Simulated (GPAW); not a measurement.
Input of a GPAW 26.7.0 run:

File run.py:

```python
from ase import Atoms
from ase.calculators.mixing import SumCalculator
from ase.filters import FrechetCellFilter
from ase.io import write
from ase.optimize import BFGS
from dftd3.ase import DFTD3
from gpaw import GPAW, PW, setup_paths

setup_paths.insert(0, '.')

atoms = Atoms(['Co', 'Co'],
              cell=[[2.4719999032, 0.0, 0.0],
                    [-1.2359999516, 2.1408147143, 0.0],
                    [0.0, 0.0, 4.02114408]],
              scaled_positions=[[0.6666666667, 0.3333333333, 0.75],
                                [0.3333333333, 0.6666666667, 0.25]],
              pbc=True)
atoms.set_initial_magnetic_moments([2.0, 2.0])

calc = GPAW(mode=PW(600),
            xc='PBEsol',
            kpts={'size': (9, 9, 5), 'gamma': True},
            occupations={'name': 'fermi-dirac', 'width': 0.05},
            nbands=21,
            convergence={'density': 1e-05, 'forces': 0.0001},
            maxiter=150,
            txt='gpaw.txt')
atoms.calc = SumCalculator([calc, DFTD3(method='pbesol', damping='d3zero')])
opt = BFGS(FrechetCellFilter(atoms), trajectory='relax.traj', logfile='-')
done = opt.run(fmax=0.02, steps=60)
calc.write('gs.gpw')
write('result.traj', atoms)
print('Converged:', done)
print('Cell:', atoms.cell.cellpar().round(4))
print('Volume:', round(atoms.get_volume(), 4))
print(atoms.get_scaled_positions().round(5))
```

Potentials or basis: PAW data sets generated in the run's folder for this functional, pw.

Command:

```sh
$ gpaw-setup -f PBEsol Co
$ OMP_NUM_THREADS=1 python run.py
```

Problem. Predict the space group after relaxing (to 0.05 Å).

Solution. P6_3/mmc (No. 194).

Problem. Predict the relaxed volume.

Solution. 10.14 Å³/atom.

Problem. Estimate the site moments.

Solution. Co +1.58 μB.

Final structure:
```
CELL_PARAMETERS angstrom
2.43564 0.00000 0.00000
-1.21782 2.10932 0.00000
0.00000 0.00000 3.94802
ATOMIC_POSITIONS crystal
Co 0.66667 0.33333 0.75000
Co 0.33333 0.66667 0.25000
```

Caveat: each step starts from the last one's moments, so a moment once lost doesn't come back; later steps reuse the first step's grids; pairwise dispersion overbinds metals, which lowers pressure and volume.
